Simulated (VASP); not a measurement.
## VASP inputs for HfS₂ (strained 1T (CdI2) bulk)

INCAR

```
ISIF = 2
NSW = 0
LWAVE = .FALSE.
LASPH = .TRUE.
NBANDS = 18
LELF = .TRUE.
LCHARG = .TRUE.
LREAL = .FALSE.
PREC = Accurate
ISMEAR = -1
ENCUT = 520
NELM = 120
EDIFF = 1E-7
GGA = PE
IBRION = -1
SIGMA = 0.02
```

KPOINTS

```
KPOINTS created by Atomic Simulation Environment
0
Gamma
12 12 4
0 0 0
```

KPOINTS_OPT

```
special points
8
Reciprocal
0.0000000000 0.0000000000 0.0000000000 1
0.5000000000 0.0000000000 0.0000000000 1
0.3333333333 0.3333333333 0.0000000000 1
0.0000000000 0.0000000000 0.5000000000 1
0.5000000000 0.0000000000 0.5000000000 1
0.3333333333 0.3333333333 0.5000000000 1
0.0000000000 0.2500000000 0.2500000000 1
0.0000000000 0.5000000000 0.5000000000 1
```

POSCAR

```
Hf S
 1.0000000000000000
     3.5213870797124143   -0.0000000000288676    0.0000000000000000
    -1.7606935398312074    3.0496106676036829    0.0000000000000000
     0.0000000000000000    0.0000000000000000    5.7020074060999999
 Hf  S
   1   2
Cartesian
 -0.0000000000000000 -0.0000000000000000 -0.0000000000000000
  0.0000000000166665  2.0330737783928328  1.4760451296952599
  1.7606935398645407  1.0165368891819826  4.2259622764047418
```

VASP ran with the recommended PBE PAW datasets (22 valence electrons in the cell).

Predict the results.

gap between bands v and c 0.65 eV; least direct gap 1.63 eV; pressure 6.8 GPa; largest force 0.11 eV/Å.

Band v is the last that the valence electrons fill when counted band by band, and c is the next. Levels in eV from the top of v:

```tsv
point	v−1	v	c	c+1
Γ	-0.08	0.00	1.93	1.93
M	-2.41	-1.46	0.88	4.30
K	-2.48	-1.82	2.70	3.73
A	-0.30	-0.30	1.86	1.86
L	-1.04	-0.98	0.65	4.28
H	-2.09	-2.09	2.92	3.12
```
